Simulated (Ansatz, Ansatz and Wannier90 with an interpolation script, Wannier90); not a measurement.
# PbS (Galena): what limits a Wannier interpolation of GW

How do the Wannier model and the GW settings move the interpolated bands of PbS (Galena)?

Calculated with Wannier90 4.0.3; maximally localised Wannier functions from the overlaps of r2SCAN states (plane waves, PAW).

The database entry behind the starting cell differs from later determinations by our own check (about 0.1 % short), so it need not match the best structure at ambient conditions.

## (1) The starting structure

It takes space group Fm-3m (No. 225, cubic). The conventional cell has a = 5.931 Å, b = 5.931 Å, c = 5.931 Å, α = 90.00°, β = 90.00°, γ = 90.00°. Nearest to Pb lie 6 S at 2.97 Å. Nearest to S lie 6 Pb at 2.97 Å. Farther neighbours and most contacts between anions are not listed.

The cell and positions come from the Crystallography Open Database and are kept as given unless a step says otherwise. Spin-orbit coupling is left out unless a step names it.

## (2) Wannier model on 12×12×12, by Wannier90

Localised functions give a small Hamiltonian that interpolates between mesh points at no cost.

File w.win:

```
num_iter = 1200
conv_tol = 1.0e-8
conv_window = 5
dis_num_iter = 4000
dis_conv_tol = 1.0e-8
dis_mix_ratio = 0.7
write_hr = true
use_ws_distance = false
num_print_cycles = 50
! ansatz wannier90 interface
! projections by site (counted from 0) and shell: 0 6P, 1 3P
! states of the run's bands (counted from 1): 1-14
num_bands = 14
num_wann  = 6
dis_win_min = 2.79
dis_win_max = 15.42
dis_froz_min = 2.79
dis_froz_max = 10.46
guiding_centres = true

begin unit_cell_cart
Ang
                      0.0                  2.96575                  2.96575
                  2.96575                      0.0                  2.96575
                  2.96575                  2.96575                      0.0
end unit_cell_cart

begin atoms_frac
Pb                       0.0                      0.0                      0.0
S                        0.5                      0.5                      0.5
end atoms_frac

mp_grid = 12 12 12

[... the mesh's points ...]
```

Launch:

```
> OMP_NUM_THREADS=1 mpirun -n 8 wannier90.x w > wannier90.x.log
```

Numbers of over 12 decimals in the logs are rounded to 6 here.

Output:

```text
TEM
                                    ------

                              Lattice Vectors (Ang)
                    a_1     0.000000   2.965750   2.965750
                    a_2     2.965750   0.000000   2.965750
                    a_3     2.965750   2.965750   0.000000

                   Unit Cell Volume:      52.17153  (Ang^3)

                        Reciprocal-Space Vectors (Ang^-1)
                    b_1    -1.059291   1.059291   1.059291
                    b_2     1.059291  -1.059291   1.059291
                    b_3     1.059291   1.059291  -1.059291

 *----------------------------------------------------------------------------*
 |   Site       Fractional Coordinate          Cartesian Coordinate (Ang)     |
 +----------------------------------------------------------------------------+
 | pb   1   0.00000   0.00000   0.00000   |    0.00000   0.00000   0.00000    |
 | s    1   0.50000   0.50000   0.50000   |    2.96575   2.96575   2.96575    |
 *----------------------------------------------------------------------------*
                                ------------
                                K-POINT GRID
                                ------------

             Grid size = 12 x 12 x 12      Total points = 1728

 *---------------------------------- MAIN ------------------------------------*
 |  Number of Wannier Functions               :                 6             |
 |  Number of Objective Wannier Functions     :                 6             |
 |  Number of input Bloch states              :                14             |
 |  Output verbosity (1=low, 5=high)          :                 1             |
 |  Timing Level (1=low, 5=high)              :                 1             |
 |  Optimisation (0=memory, 3=speed)          :                 3             |
 |  Length Unit                               :               Ang             |
 |  Post-processing setup (write *.nnkp)      :                 F             |
 |  Using Gamma-only branch of algorithms     :                 F             |
 *----------------------------------------------------------------------------*
 *------------------------------- WANNIERISE ---------------------------------*
 |  Total number of iterations                :              1200             |
 |  Number of CG steps before reset           :                 5             |
 |  Trial step length for line search         :             2.000             |
 |  Convergence tolerence                     :         0.100E-07             |
 |  Convergence window                        :                 5             |
 |  Iterations between writing output         :                50             |
 |  Iterations between backing up to disk     :               100             |
 |  Write r^2_nm to file                      :                 F             |
[...]
+--------------------------------------------------------------------+<-- CONV

 ------------------------------------------------------------------------------
 Initial State
  WF centre and spread    1  (  0.000000, -0.000000, -0.000000 )     4.30016688
  WF centre and spread    2  (  0.000000, -0.000000, -0.000000 )     4.30016688
  WF centre and spread    3  ( -0.000000, -0.000000, -0.000000 )     4.30016688
[...]
Sum of centres and spreads (  8.897250,  8.897250,  8.897250 )    19.95364259

      0     0.200E+02     0.0000000000       19.9536425943       0.26  <-- CONV
        O_D=      0.0000000 O_OD=      0.8078055 O_TOT=     19.9536426 <-- SPRD
 ------------------------------------------------------------------------------
 Cycle:      1
[...]
Sum of centres and spreads (  8.897250,  8.897250,  8.897250 )    19.92427808

      1    -0.294E-01     0.0828968352       19.9242780766       0.27  <-- CONV
        O_D=      0.0000000 O_OD=      0.7784410 O_TOT=     19.9242781 <-- SPRD
 Delta: O_D=  0.5781512E-21 O_OD= -0.2936452E-01 O_TOT= -0.2936452E-01 <-- DLTA
 ------------------------------------------------------------------------------
 Cycle:     50
[...]
Sum of centres and spreads (  8.897250,  8.897250,  8.897250 )    19.86717056

     50    -0.159E-08     0.0000293963       19.8671705588       0.86  <-- CONV
        O_D=      0.0000000 O_OD=      0.7213334 O_TOT=     19.8671706 <-- SPRD
 Delta: O_D= -0.4892608E-20 O_OD= -0.1590102E-08 O_TOT= -0.1590102E-08 <-- DLTA
 ------------------------------------------------------------------------------

             <<<     Delta < 1.000E-08  over  5 iterations     >>>
             <<< Wannierisation convergence criteria satisfied >>>

 Final State
[...]
WF centre and spread    5  (  2.965750,  2.965750,  2.965750 )     2.38230989
  WF centre and spread    6  (  2.965750,  2.965750,  2.965750 )     2.38230989
  Sum of centres and spreads (  8.897250,  8.897250,  8.897250 )    19.86717056

         Spreads (Ang^2)       Omega I      =    19.145837111
        ================       Omega D      =     0.000000000
                               Omega OD     =     0.721333448
    Final Spread (Ang^2)       Omega Total  =    19.867170559
 ------------------------------------------------------------------------------

 Writing checkpoint file w.chk... done

 *---------------------------------------------------------------------------*
 |                               PLOTTING                                    |
 *---------------------------------------------------------------------------*

 *===========================================================================*
 |                             TIMING INFORMATION                            |
 *===========================================================================*
 |    Tag                                                Ncalls      Time (s)|
 |---------------------------------------------------------------------------|
 |kmesh: get                                        :         1         0.389|
 |overlap: read                                     :         1         1.480|
 |dis: main                                         :         1         0.261|
 |wann: main                                        :         1         0.611|
 |plot: main                                        :         1         0.099|
 *---------------------------------------------------------------------------*
 All done: wannier90 exiting
```

Wall time 4.4 s (8 MPI ranks of Arm Neoverse V2, shared host).

Numbers from this step:

```
gauge-invariant spread     : 19.15 Å²
diagonal spread            : 0 Å²
off-diagonal spread        : 0.7213 Å²
total spread               : 19.87 Å²
disentanglement steps      : 57
r.m.s. interpolation error : 8.01e-4 eV
r.m.s. error near the gap  : 0.001416 eV
```

Near the gap the model misses directly solved bands by 1.4 meV r.m.s. and by 6 meV at most in the window tested. This tests the starting bands, not the corrections carried with them.

## (3) Wannier model on 12×12×12, by the program's own minimiser

This step: maximally localised Wannier functions, r2SCAN, plane waves, PAW.

File input.yaml:

```yaml
crystal:
  lattice:
    - [0.0, 2.96575, 2.96575]
    - [2.96575, 0.0, 2.96575]
    - [2.96575, 2.96575, 0.0]
  atoms:
    - { symbol: Pb, position: [0.0, 0.0, 0.0] }
    - { symbol: S, position: [0.5, 0.5, 0.5] }
kpoints:
  mp_grid: { grid: [6, 6, 6] }
hamiltonian:
  xc: r2scan
scf:
  occupations: { method: fixed }
  n_extra_bands: 30
output:
  wannier:
    kmesh: [12, 12, 12]
    projections: [{ species: Pb, l: p, shell: 6 }, { species: S, l: p, shell: 3 }]
    minimise: true
    write_hr: true
    seedname: w
    conv_tol: 1.0e-06
    max_iter: 20000
    stability_check: false
    disentanglement:
      window: [2.79, 15.42]
      frozen_window: [2.79, 10.46]
      conv_tol: 1.0e-08
```

Launch:

```
> ansatz run input.yaml --threads 12 --pin off --max-ram 22118MiB --backend cpu --events-out ev --progress --plain --runs-dir out
```

Output:

```text
scf.n_extra_bands = 30 over 10 filled bands (N_el = 20.0): the run solves 40 bands
Engine: ansatz 0.2.0, aarch64-unknown-linux-gnu
Pseudopotentials: kind: paw
Pseudopotential: Pb, paw, valence charge 14, recommended cutoff 500 eV (meta_gga), Pb.paw.azcp
Pseudopotential: S, paw, valence charge 6, recommended cutoff 500 eV (meta_gga), S.paw.azcp
Functional definition: r2SCAN
  parameter k0 = 0.174
  parameter k1 = 0.065
  parameter a1 = 4.9479
  exchange = r2scan_x(k0 = k0, k1 = k1, a1 = a1)
  correlation = r2scan_c
Crystal: 2 atoms, lattice volume = 52.172 Å³
Basis set: ecut = 500 eV, 1363 PW (Γ), exchange–correlation on 128×128×128 points (64 copies of the dense FFT grid, shifted against one another)
Bands: 40, of which v1, the nominal top of the filled ones, is band 10 counted from 1 (9 counted from 0)
Symmetry: 48 space group operations
Space group: Fm-3m (ITA 225), of the structure as read, at distance tolerance 3.7e-5 Å
k-points: 16 of 216
Non-local potential: Pb, projectors of the file, l = 0: 2, l = 1: 2, l = 2: 2, l = 3: 2
Non-local potential: S, projectors of the file, l = 0: 2, l = 1: 2, l = 2: 2
PAW form: soft (Blöchl's): semilocal exchange-correlation on the pseudo side does not see the compensation charge
PAW frozen core: Pb, regenerated for the run's functional (the file was generated under x = pbe(κ = 0.804, μ = 0.219515), c = pbe(β = 0.066725))
PAW frozen core: S, regenerated for the run's functional (the file was generated under x = pbe(κ = 0.804, μ = 0.219515), c = pbe(β = 0.066725))
PAW one-centre angular grid: Pb, 590 points (default); XC on 160 Gauss nodes
[...]
NSCF: frozen V_eff on 75 k-points
the Wannier pass solved 75 of the 1728 points of its mesh, and has the states at the others by symmetry: states obtained by the crystal's operations at points that were solved too leave a residual of 4.66e-13 eV (read by the count's bands and the next), within 4.76e-6 eV
SCF converged after 6 iterations
Free energy (F): -12827.998979 eV
Harris-Foulkes:  -12827.998979 eV  (|F-HF|=3.35e-8)
Internal energy: -12827.998979 eV  (E = F + TS)
E sigma→0 (E₀):  -12827.998979 eV
Fermi energy:    8.344878 eV
--- Per-component energies (eV) ---
  E_band       = -66.686432
  E_kinetic    = 393.054749
  E_local      = -1223.049510  (includes V_loc(G=0)·N_el)
  E_nonlocal   = 379.130706
  E_hartree    = 476.520901
  E_xc         = -300.892665
  E_vxc        = -240.364278  (∫ρ·V_xc dr)
  E_paw        = -11040.262512  (= ΣΔE_a)
  E_vpaw       = -343.391513  (= ΣTr[D̂ρ^β])
  E_aug_tail   = 0.000020  (compensation charges beyond the density's cutoff)
  E_vtau       = 14.894762  (kinetic-family band-sum trace: ∫τ·v_τ [+ j·A + Jᵃ·Aᵃ] dr)
  E_ewald      = -1513.356403
  E_core_change = 0.855736  (= ΣΔE_core)
  E_smearing   = -0.000000  (= −TS)
  E_closure    = 0.000000  (closes the sum)
  Σ components = -12827.998979   (vs F -12827.998979, Δ=0.00e0)
--- Band table (eV; the first three rows and the last of 16) ---
  k-point 0: bands = [... 6 lower, 2.2424, 5.9914, 5.9914, 5.9914, 13.8901, 13.8901, 13.8901, 15.4298, ... 26 higher]
  k-point 1: bands = [... 6 lower, 1.4082, 6.0694, 6.0694, 6.6294, 12.0423, 12.6380, 12.6380, 15.3762, ... 26 higher]
  k-point 2: bands = [... 6 lower, -0.0264, 6.2669, 6.2669, 7.6219, 10.0409, 11.1224, 11.1224, 16.1078, ... 26 higher]
  k-point 15: bands = [... 6 lower, 0.3506, 3.3125, 4.1808, 6.4276, 11.7874, 12.8895, 13.8110, 15.6302, ... 26 higher]
Wannier search: line search 1 of at most 20000: gauge-dependent spread (as the search counts it) 0.7782746 Å², largest recent change 2.9e-2 Å² against conv_tol 1.0e-6 Å², 0 stops escaped
```

Elapsed: 5.6 s, on 12 threads; peak memory 2 GiB.

This step gave:

| Quantity | Value |
| --- | --- |
| gauge-invariant spread | 19.15 Å² |
| diagonal spread | 8.25e-25 Å² |
| off-diagonal spread | 0.7212 Å² |
| total spread | 19.87 Å² |
| least projectability | 0.3985 |
| localisation steps | 34 |
| disentanglement steps | 54 |
| r.m.s. interpolation error | 8.02e-4 eV |
| r.m.s. error near the gap | 0.001421 eV |

Near the gap the model misses directly solved bands by 1.4 meV r.m.s. and by 6 meV at most in the window tested. This tests the starting bands, not the corrections carried with them.

Frozen up to 2.11 eV; above it the model need not follow the bands. The electronic bands at the labelled points (eV, zero at the valence-band top; v1 is the highest filled band, c1 the lowest empty one):

| point | v3 | v2 | v1 | c1 | c2 | c3 |
| --- | --- | --- | --- | --- | --- | --- |
| Γ | -2.35 | -2.35 | -2.35 | 5.55 | 5.55 | 5.55 |
| halfway | -3.02 | -3.02 | -1.81 | 2.69 | 5.25 | 5.25 |
| X | -5.41 | -3.63 | -3.63 | 5.99 | 6.08 | 6.08 |
| halfway | -5.30 | -3.50 | -3.31 | 4.99 | 5.53 | 5.83 |
| U | -4.98 | -3.12 | -2.58 | 3.64 | 4.41 | 5.41 |
| jump to K | -4.98 | -3.12 | -2.58 | 3.64 | 4.41 | 5.41 |
| halfway | -3.29 | -1.88 | -0.64 | 1.73 | 2.73 | 4.42 |
| Γ | -2.35 | -2.35 | -2.35 | 5.55 | 5.55 | 5.55 |
| halfway | -2.18 | -2.18 | -1.21 | 2.61 | 3.46 | 3.46 |
| L | -1.95 | -1.95 | 0.00 | 0.61 | 2.16 | 2.16 |
| halfway | -3.61 | -3.17 | -1.07 | 1.79 | 3.65 | 4.30 |
| W | -4.62 | -4.62 | -1.13 | 2.45 | 4.99 | 4.99 |
| halfway | -5.19 | -3.96 | -2.54 | 4.32 | 4.88 | 5.68 |
| X | -5.41 | -3.63 | -3.63 | 5.99 | 6.08 | 6.08 |

The same for Kohn-Sham, solved directly:

| point | v3 | v2 | v1 | c1 | c2 | c3 |
| --- | --- | --- | --- | --- | --- | --- |
| Γ | -2.35 | -2.35 | -2.35 | 5.55 | 5.55 | 5.55 |
| X | -5.40 | -3.63 | -3.63 | 4.12 | 5.99 | 6.08 |
| U | -4.98 | -3.12 | -2.58 | 3.61 | 4.41 | 5.41 |
| K | -4.98 | -3.12 | -2.58 | 3.61 | 4.41 | 5.41 |
| Γ | -2.35 | -2.35 | -2.35 | 5.55 | 5.55 | 5.55 |
| L | -1.95 | -1.95 | 0.00 | 0.61 | 2.16 | 2.16 |
| W | -4.62 | -4.62 | -1.13 | 2.45 | 4.99 | 4.99 |
| X | -5.40 | -3.63 | -3.63 | 4.12 | 5.99 | 6.08 |

The first set of electronic bands as a text plot (rows in eV, shown from -5.4 to 2.2 only):

```
    2.0 |                                    +   +     +
    1.7 |                    ++ +             +      ++
    1.4 |                      +                    +
    1.1 |                                      +   +
    0.7 |                                       +++
    0.4 |
    0.1 |                                        *
   -0.2 |                                       * *
   -0.5 |                      **             **   *
   -0.8 |                    **  *           *      **
   -1.1 |   ***                             *         ******
   -1.5 |                   *     **       *
   -1.8 |  *   *                *   *     *                 *
   -2.1 | *                * *** *****   * *********         *
   -2.4 |***                *       *******        **
   -2.7 |   *** *        ***      **                **
   -3.0 |      *        * *      *                    *       *
   -3.4 |       **     ***      *                    *         *
   -3.7 |        ******        *                      **       **
   -4.0 |                    **                        **    **
   -4.3 |                   *                           *   *
   -4.6 |         **       *                             ***
   -4.9 |                **                                 *
   -5.2 |           *****                                    ****
         Γ           X  U|K            Γ         L        W     X
```

[end of part 1 of 2]

[Paths, hosts, dates, memory and timing lines, banners, echoed tables and standing remarks are left out of the program output.]

[Logs are printed without paths, hosts, clocks, repeated set-up lines and the standing remarks that a program may print on its own settings, such as how far it seeks lower states.]

[Runs of the session that timed out or met a known fault of the program may be left out.]

[Hosts, paths, dates, database ids (printed as entryN), source tags and the programs' standing remarks are cut or masked in the printed files.]
